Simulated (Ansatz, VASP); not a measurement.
# SrO: VASP beside Ansatz

One calculation is typed for both programs; each brings its own data sets and cutoff. How far apart do they land? The cell is taken from a series of VASP runs on this material, whose earlier steps may have relaxed, scaled or displaced it; both programs get it as it stands.

Program: Ansatz 0.2.0. Level of theory: plane waves, with VASP 6.6.1 beside it; relaxation of cell and atoms at LDA and zone-centre phonons at LDA. Results are calculated unless marked as measured.

## 1. The structure

It takes space group Fm-3m (No. 225, cubic). Conventional cell: a = 5.076 Å, b = 5.076 Å, c = 5.076 Å, α = 90.00°, β = 90.00°, γ = 90.00°. Nearest to Sr lie 6 O at 2.54 Å. Nearest to O lie 6 Sr at 2.54 Å. Farther neighbours and most contacts between anions are not listed.

## 2. Ansatz: relaxation of cell and atoms, LDA

Ansatz runs on its default PAW (the set named soft_2) files.

The relaxed volume is the usual yardstick between codes: its relative difference is about their pressure difference at one cell divided by the bulk modulus.

File input.yaml:

```yaml
crystal:
  lattice:
    - [0.0, 2.538191865, 2.538191865]
    - [2.538191865, 0.0, 2.538191865]
    - [2.538191865, 2.538191865, 0.0]
  atoms:
    - { symbol: Sr, position: [0.0, 0.0, 0.0] }
    - { symbol: O, position: [0.5, 0.5, 0.5] }
hamiltonian:
  xc: lda
  pseudopotentials: { kind: paw }
kpoints:
  mp_grid: { grid: [8, 8, 8] }
scf:
  occupations: { method: gaussian, width: 0.03 }
relax:
  f_tol: 0.01
  max_steps: 60
  cell: { stress_tol: 0.05 }
output:
  forces: true
  stress: true
```

The run is started by

```console
ansatz run input.yaml --threads 4 --pin off --max-ram 9216MiB --backend cpu --events-out ev --progress --plain --runs-dir out
```

Numbers of over 12 decimals in the logs are rounded to 6 here.

Log:

```text
Engine: ansatz 0.2.0, aarch64-unknown-linux-gnu
Pseudopotentials: kind: paw
Pseudopotential: Sr, paw, valence charge 10, recommended cutoff 420 eV (normal), Sr.paw.azcp
Pseudopotential: O, paw, valence charge 6, recommended cutoff 420 eV (normal), O.paw.azcp
Functional definition: SPW92
  exchange = slater_x
  correlation = pw_c
Crystal: 2 atoms, lattice volume = 32.704 Å³
Basis set: ecut = 420 eV, 609 PW (Γ)
Bands: 12, of which v1, the nominal top of the filled ones, is band 8 counted from 1 (7 counted from 0)
Symmetry: 48 space group operations
Space group: Fm-3m (ITA 225), of the structure as read, at distance tolerance 3.2e-5 Å
k-points: 29 of 512
Non-local potential: Sr, projectors of the file, l = 0: 3, l = 1: 2, l = 2: 2
Non-local potential: O, projectors of the file, l = 0: 2, l = 1: 2, l = 2: 1
PAW form: soft (Blöchl's): semilocal exchange-correlation on the pseudo side does not see the compensation charge
PAW frozen core: Sr, regenerated for the run's functional, and the local potential with it (the file was generated under x = pbe(κ = 0.804, μ = 0.219515), c = pbe(β = 0.066725))
PAW frozen core: O, regenerated for the run's functional, and the local potential with it (the file was generated under x = pbe(κ = 0.804, μ = 0.219515), c = pbe(β = 0.066725))
PAW one-centre angular grid: Sr, 110 points (default); XC on 64 Gauss nodes
PAW one-centre angular grid: O, 110 points (default); XC on 64 Gauss nodes
Initial density: superposition of atomic densities (neutral atoms: chi_scale 0, normalization atom), corrected by the library's trained network
Initial wavefunctions: pseudopotential atomic-orbital guess
Functional: x = slater, c = lda
SCF iter   1: F=—  HF=-4002.847688 eV  |F-HF|=—  |Δ(HF+E_count)|=         —  Δρ=1.64e-2  dr2=8.89e-2  ethr=1.77e-3  ⟨swp⟩=8.4  Hψ=2718  notcnv=0
preconditioner: auto → none  [insulator: Δε(μ)=2.848 eV  Ē_g=16.059 eV  σ=0.030 eV  W_gap=1.00  n_scr=8 (ndim 8)  ℏωp=24.3 eV  f_vac=0.000  D(μ)=0.00/eV (n_scr^D=0)  ε∞_Penn≈3.3]
SCF iter   2: F=—  HF=-4002.828950 eV  |F-HF|=—  |Δ(HF+E_count)|=   1.87e-2  Δρ=3.38e-3  dr2=3.48e-3  ethr=5.56e-4  ⟨swp⟩=2.0  Hψ=672  notcnv=0
SCF iter   3: F=—  HF=-4002.828323 eV  |F-HF|=—  |Δ(HF+E_count)|=   6.26e-4  Δρ=9.63e-4  dr2=1.53e-4  ethr=2.17e-5  ⟨swp⟩=2.1  Hψ=425  notcnv=0
SCF iter   4: F=—  HF=-4002.828281 eV  |F-HF|=—  |Δ(HF+E_count)|=   4.22e-5  Δρ=4.37e-5  dr2=4.62e-7  ethr=9.58e-7  ⟨swp⟩=2.4  Hψ=503  notcnv=0
SCF iter   5: F=—  HF=-4002.828284 eV  |F-HF|=—  |Δ(HF+E_count)|=   2.78e-6  Δρ=1.41e-5  dr2=2.31e-8  ethr=2.89e-9  ⟨swp⟩=2.2  Hψ=601  notcnv=0
SCF iter   6: F=-4002.828284 eV  HF=-4002.828284 eV  |F-HF|=7.63e-10  |Δ(HF+E_count)|=   2.33e-9  Δρ=2.07e-6  dr2=1.05e-9  ethr=1.44e-10  ⟨swp⟩=3.0  Hψ=1310  notcnv=0
SCF 1 converged in 6 iterations: F = -4002.828284 eV  dr2 = 1.05e-9
  greatest PAW one-centre occupation: 0.987 electrons in one spin orbital (limit 2), on the Sr atom at site 0 (counted from 0), in its partial waves of l = 0
relax step   1: F+E_penalty+E_count = -4002.82828393 eV  Δ(F+E_penalty+E_count) = +0.000e0 eV  max|allowed force component| = 5.719e-30 eV/Å  Δτ_max = 0.0000 Å  P = -0.738 GPa  Ω = 32.704 Å³  (6 SCF iters, dr2 threshold 1.00e-7 eV, accepted)
[...]
relax step   2: F+E_penalty+E_count = -4002.82977165 eV  Δ(F+E_penalty+E_count) = -1.488e-3 eV  max|allowed force component| = 4.707e-29 eV/Å  Δτ_max = 0.0000 Å  P = +0.763 GPa  Ω = 32.258 Å³  energy of the carried Pulay correction = +1.498e-3 eV  (6 SCF iters, dr2 threshold 2.00e-7 eV, rejected (line search))
[...]
relax step   3: F+E_penalty+E_count = -4002.82954105 eV  Δ(F+E_penalty+E_count) = -1.257e-3 eV  max|allowed force component| = 4.930e-30 eV/Å  Δτ_max = 0.0000 Å  P = -0.008 GPa  Ω = 32.483 Å³  energy of the carried Pulay correction = +7.391e-4 eV  (6 SCF iters, accepted)
[...]
relax step   4: F+E_penalty+E_count = -4002.82901671 eV  Δ(F+E_penalty+E_count) = +5.243e-4 eV  max|allowed force component| = 1.134e-30 eV/Å  Δτ_max = 0.0000 Å  P = -0.042 GPa  Ω = 32.483 Å³  stress off target by 4.17e-2 GPa  SCF on the basis re-selected at this cell (its energy is not comparable with the rows above)  (8 SCF iters)
basis re-selected at this cell: Δ(F+E_penalty+E_count) = +5.243e-4 eV, ΔP = -0.034 GPa vs the last step (what re-selecting the basis moved, of the pressure what is left beyond the Pulay correction that the steps carried, after the strain that the cell walked since its last selection, with what the two solves' SCF thresholds leave and, on support functions, any second-order correction that the steps lacked; it is no m [...]
SCF converged after 8 iterations
Free energy (F): -4002.829017 eV
Harris-Foulkes:  -4002.829017 eV  (|F-HF|=4.55e-13)
Internal energy: -4002.829017 eV  (E = F + TS)
E sigma→0 (E₀):  -4002.829017 eV
Fermi energy:    9.591016 eV
--- Per-component energies (eV) ---
  E_band       = -53.332421
  E_kinetic    = 423.125632
  E_local      = -845.260389  (includes V_loc(G=0)·N_el)
  E_nonlocal   = 256.347007
  E_hartree    = 225.199786
  E_xc         = -246.432645
  E_vxc        = -258.099496  (∫ρ·V_xc dr)
  E_paw        = -2743.944911  (= ΣΔE_a)
  E_vpaw       = -79.847240  (= ΣTr[D̂ρ^β])
  E_aug_tail   = 0.002494  (compensation charges beyond the density's cutoff)
  E_ewald      = -1072.257047
  E_core_change = 0.391057  (= ΣΔE_core)
  E_smearing   = -0.000000  (= −TS)
  E_closure    = 0.000000  (closes the sum)
  Σ components = -4002.829017   (vs F -4002.829017, Δ=0.00e0)
--- Forces (eV/Å), atoms counted from 1 ---
  atom   1  Sr    -0.00000000    -0.00000000     0.00000000
  atom   2  O      0.00000000     0.00000000     0.00000000
  max |Σ_I F_I| component: 1.94e-30 eV/Å
--- Stress (GPa, compression-positive) ---
       -0.041676      -0.000000      -0.000000
       -0.000000      -0.041676      -0.000000
       -0.000000      -0.000000      -0.041676
  P = ⅓ Tr σ = -0.0417 GPa (-0.417 kbar)
--- Relaxed structure (3 steps of the walk, 2 accepted, 1 SCFs on fresh bases) ---
  F+E_penalty+E_count = -4002.82901671 eV   max|allowed force component| = 1.134e-30 eV/Å   (the final SCF, on the basis selected at the relaxed cell)
  cell:  # Å, volume = 32.4831 Å³
    - [0, 2.532458, 2.532458]
    - [2.532458, 0, 2.532458]
    - [2.532458, 2.532458, 0]
  atoms:
    - { symbol: Sr, position: [0, 0, 0] }
    - { symbol: O, position: [0.5, 0.5, 0.5] }
```

The job ended after 1.8 s (4 threads of Arm Neoverse N1, shared host; peak memory 0.26 GiB; 4.8 s of CPU time).

## 3. VASP: relaxation of cell and atoms, LDA

The same cell, functional (in two slightly different forms), mesh and smearing now go to VASP, with its own data sets and cutoff.

Lines of VASP's logs that name or quote its potential files are left out, and so is its time.

File INCAR:

```
SYSTEM = SrO
PREC = Accurate
ENCUT = 560
EDIFF = 1E-07
NELM = 100
ISMEAR = 0
SIGMA = 0.03
LREAL = .FALSE.
ALGO = Normal
GGA = CA
NBANDS = 14
LORBIT = 11
LWAVE = .FALSE.
LCHARG = .FALSE.
KPAR = 4
IBRION = 2
NSW = 50
ISIF = 3
EDIFFG = -0.002
```

File POSCAR:

```
SrO
1.0
    0.0000000000      2.5381918650      2.5381918650
    2.5381918650      0.0000000000      2.5381918650
    2.5381918650      2.5381918650      0.0000000000
Sr O
1 1
Direct
    0.0000000000      0.0000000000      0.0000000000
    0.5000000000      0.5000000000      0.5000000000
```

File KPOINTS:

```
Automatic mesh
0
Gamma
8 8 8
0 0 0
```

Potentials, in the order of the species: Sr_sv and O (LDA family, release 64).

The run is started by

```console
mpirun -np 4 vasp_std
```

Log:

```text
[banner, memory and clock lines left out]
running    4 mpi-ranks, on    1 nodes
 distrk:  each k-point on    1 cores,    4 groups
 distr:  one band on    1 cores,    1 groups

 POSCAR found type information on POSCAR SrO
 POSCAR found :  2 types and       2 ions
 LDA part: xc-table for (Slater(with rela. corr.)+CA(PZ))
 , standard interpolation
 POSCAR, INCAR and KPOINTS ok, starting setup
 FFT: planning ... GRIDC
 FFT: planning ... GRID_SOFT
 FFT: planning ... GRID
 WAVECAR not read
 entering main loop
       N       E                     dE             d eps       ncg     rms          rms(c)
DAV:   1     0.734420181888E+02    0.73442E+02   -0.91279E+03   812   0.120E+03
DAV:   2    -0.120787671012E+02   -0.85521E+02   -0.77362E+02  1080   0.241E+02
DAV:   3    -0.155043796361E+02   -0.34256E+01   -0.34024E+01  1032   0.444E+01
DAV:   4    -0.155808391441E+02   -0.76460E-01   -0.76446E-01  1014   0.620E+00
DAV:   5    -0.155826528210E+02   -0.18137E-02   -0.18137E-02  1078   0.734E-01    0.185E+01
DAV:   6    -0.136017316902E+02    0.19809E+01   -0.68587E+00   830   0.210E+01    0.223E+01
DAV:   7    -0.134364733371E+02    0.16526E+00   -0.38546E-01   974   0.551E+00    0.125E+01
DAV:   8    -0.133874572863E+02    0.49016E-01   -0.13623E-01  1010   0.352E+00    0.139E+00
DAV:   9    -0.133883674446E+02   -0.91016E-03   -0.58259E-03  1210   0.476E-01    0.290E-01
DAV:  10    -0.133882736576E+02    0.93787E-04   -0.30868E-04   896   0.195E-01    0.150E-01
DAV:  11    -0.133882942314E+02   -0.20574E-04   -0.48719E-05   920   0.637E-02    0.188E-02
DAV:  12    -0.133882956917E+02   -0.14603E-05   -0.34117E-06   924   0.148E-02    0.111E-02
DAV:  13    -0.133882954128E+02    0.27890E-06   -0.12824E-06   956   0.848E-03    0.200E-03
DAV:  14    -0.133882954300E+02   -0.17249E-07   -0.51776E-08   520   0.209E-03
   1 F= -.13388295E+02 E0= -.13388295E+02  d E =-.133883E+02
 curvature:   0.00 expect dE= 0.000E+00 dE for cont linesearch  0.000E+00
 trial: gam= 0.00000 g(F)=  0.120E-60 g(S)=  0.795E-05 ort = 0.000E+00 (trialstep = 0.100E+01)
 search vector abs. value=  0.795E-05
 bond charge predicted
       N       E                     dE             d eps       ncg     rms          rms(c)
DAV:   1    -0.133883634461E+02   -0.68033E-04   -0.13221E-03  1090   0.317E-01    0.848E-02
DAV:   2    -0.133883088347E+02    0.54611E-04   -0.17509E-04   926   0.112E-01    0.219E-02
DAV:   3    -0.133882981103E+02    0.10724E-04   -0.21220E-05  1246   0.489E-02    0.245E-02
DAV:   4    -0.133882965747E+02    0.15357E-05   -0.85971E-06  1300   0.207E-02    0.175E-02
DAV:   5    -0.133882972084E+02   -0.63369E-06   -0.85970E-07  1260   0.627E-03    0.503E-03
DAV:   6    -0.133882973741E+02   -0.16574E-06   -0.36500E-07  1254   0.382E-03    0.108E-03
DAV:   7    -0.133882973772E+02   -0.31462E-08   -0.78917E-09   430   0.901E-04
   2 F= -.13388297E+02 E0= -.13388297E+02  d E =-.194720E-05
 trial-energy change:   -0.000002  1 .order   -0.000002   -0.000008    0.000004
 step:   0.6554(harm=  0.6554)  dis= 0.00000  next Energy=   -13.388298 (dE=-0.260E-05)
 bond charge predicted
       N       E                     dE             d eps       ncg     rms          rms(c)
DAV:   1    -0.133883059436E+02   -0.85695E-05   -0.15732E-04  1084   0.109E-01    0.292E-02
DAV:   2    -0.133882994620E+02    0.64816E-05   -0.20837E-05   926   0.387E-02    0.756E-03
DAV:   3    -0.133882981709E+02    0.12911E-05   -0.25214E-06  1246   0.169E-02    0.835E-03
DAV:   4    -0.133882979924E+02    0.17856E-06   -0.10275E-06  1300   0.715E-03    0.598E-03
DAV:   5    -0.133882980645E+02   -0.72161E-07   -0.71297E-08   748   0.216E-03
   3 F= -.13388298E+02 E0= -.13388298E+02  d E =-.263449E-05
 curvature:  -0.33 expect dE=-0.247E-07 dE for cont linesearch -0.247E-07
 trial: gam= 0.00000 g(F)=  0.206E-59 g(S)=  0.755E-07 ort =-0.775E-06 (trialstep = 0.931E+00)
 search vector abs. value=  0.756E-07
 reached required accuracy - stopping structural energy minimisation
```

OUTCAR, selected parts (step 3):

```text
ion  position               nearest neighbor table
   1  0.000  0.000  0.000-   2 2.54   2 2.54   2 2.54   2 2.54   2 2.54   2 2.54
   2  0.500  0.500  0.500-   1 2.54   1 2.54   1 2.54   1 2.54   1 2.54   1 2.54

  LATTYP: Found a face centered cubic cell.
 ALAT       =     5.0763837300

 Subroutine GETGRP returns: Found 48 space group operations
 (whereof 48 operations were pure point group operations)

The static configuration has the point symmetry O_h .

 Found     29 irreducible k-points:

   k-points           NKPTS =     29   k-points in BZ     NKDIM =     29   number of bands    NBANDS=     14

   dimension x,y,z NGX =    28 NGY =   28 NGZ =   28
   dimension x,y,z NGXF=    56 NGYF=   56 NGZF=   56

   ENCUT  =  560.0 eV  41.16 Ry    6.42 a.u.   6.93  6.93  6.93*2*pi/ulx,y,z

   NELECT =      16.0000    total number of electrons

 k-points in reciprocal lattice and weights: Automatic mesh
   0.00000000  0.00000000  0.00000000       0.002
   0.12500000  0.00000000  0.00000000       0.016
   0.25000000  0.00000000  0.00000000       0.016
   0.37500000  0.00000000  0.00000000       0.016
   0.50000000  0.00000000  0.00000000       0.008
   0.12500000  0.12500000  0.00000000       0.012
   0.25000000  0.12500000  0.00000000       0.047
   0.37500000  0.12500000  0.00000000       0.047
   0.50000000  0.12500000  0.00000000       0.047
[...]
-0.37500000  0.50000000  0.12500000       0.023
  -0.25000000  0.50000000  0.25000000       0.012

 average (electrostatic) potential at core
       1 -35.9671       2 -71.7321

 E-fermi :   1.6745

 k-point     1 :       0.0000    0.0000    0.0000
  band No.  band energies     occupation
    ...
      4     -12.1099      2.00000
      5     -12.1099      2.00000
      6       1.5322      2.00000
      7       1.5322      2.00000
      8       1.5322      2.00000
      9       5.6079      0.00000
     10       7.7150      0.00000
     11       7.7150      0.00000
     12       7.7150      0.00000
     13      10.0282      0.00000
    ...

 k-point     2 :       0.1250    0.0000    0.0000
  band No.  band energies     occupation
    ...
      4     -12.1239      2.00000
      5     -11.7555      2.00000
      6       1.0490      2.00000
      7       1.3154      2.00000
      8       1.3154      2.00000
      9       6.3309      0.00000
     10       7.5532      0.00000
     11       8.0395      0.00000
     12       8.0395      0.00000
     13      10.4686      0.00000
    ...

 k-point     3 :       0.2500    0.0000    0.0000
  band No.  band energies     occupation
    ...
      4     -12.1570      2.00000
      5     -11.2543      2.00000
      6       0.1685      2.00000
      7       0.8511      2.00000
      8       0.8511      2.00000
      9       7.5110      0.00000
     10       7.8928      0.00000
     11       8.9238      0.00000
     12       8.9238      0.00000
     13      11.5632      0.00000
    ...

  Total       -0.0010215     -0.0010215     -0.0010215      0.0000000      0.0000000     -0.0000000
  in kB       -0.0500165     -0.0500165     -0.0500165      0.0000000      0.0000000     -0.0000000
  external PRESSURE =      -0.0500165 kB  Pullay stress =       0.0000000 kB

  energy-cutoff  :      560.00
  volume of cell :       32.72
      direct lattice vectors                 reciprocal lattice vectors
     0.000000000  2.538612407  2.538612407    -0.196957991  0.196957991  0.196957991
     2.538612407 -0.000000000  2.538612407     0.196957991 -0.196957991  0.196957991
     2.538612407  2.538612407 -0.000000000     0.196957991  0.196957991 -0.196957991

 POSITION                                       TOTAL-FORCE (eV/Angst)
 -----------------------------------------------------------------------------------
      0.00000     -0.00000      0.00000        -0.000000     -0.000000      0.000000
      2.53861      2.53861      2.53861         0.000000      0.000000     -0.000000
 -----------------------------------------------------------------------------------
    total drift:                                0.000000      0.000000      0.000000

  FREE ENERGIE OF THE ION-ELECTRON SYSTEM (eV)
  ---------------------------------------------------
  free  energy   TOTEN  =       -13.3882980645 eV

  energy  without entropy=      -13.3882980645  energy(sigma->0) =      -13.38829806

 reached required accuracy - stopping structural energy minimisation

 total charge
# of ion       s       p       d       tot
------------------------------------------
    1        2.020   5.816   0.281   8.117
    2        1.540   3.414   0.000   4.954
--------------------------------------------------
tot          3.560   9.230   0.281  13.071

[... 3 further parts left out ...]
```

## 4. Comparison

Known differences besides the potentials themselves: the two LDA forms differ slightly; both relaxations stop at a tolerance, which leaves soft axes loose, and VASP keeps its plane-wave basis; the cutoff is 420 eV in Ansatz and 560 eV in VASP; VASP's log shows a relativistic correction to its local exchange, Ansatz's none; Ansatz adds a Pulay correction to the stress that steers its cell, VASP none. Total energies have different zeros and are not compared.

The two programs side by side:

```csv
quantity,Ansatz,VASP,difference
volume (Å³),32.48,32.72,-0.73 %
"edge a after relaxation, in the typed setting (Å)",3.581,3.590,-0.24 %
```

The walks stopped with -0.04 GPa left in Ansatz and -0.01 GPa in VASP; each walk ends within a tolerance, so the volume difference is uncertain by about these residues over the bulk modulus, most in soft cells.

[end of part 1 of 2]

[Lines on the potential files, build, host, timing and source positions are cut from VASP's logs without a mark.]

[Logs are printed without paths, hosts, clocks, repeated set-up lines and the standing remarks that a program may print on its own settings, such as how far it seeks lower states.]

[Hosts, paths, dates, database ids (printed as entryN), source tags and the programs' standing remarks are cut or masked in the printed files.]
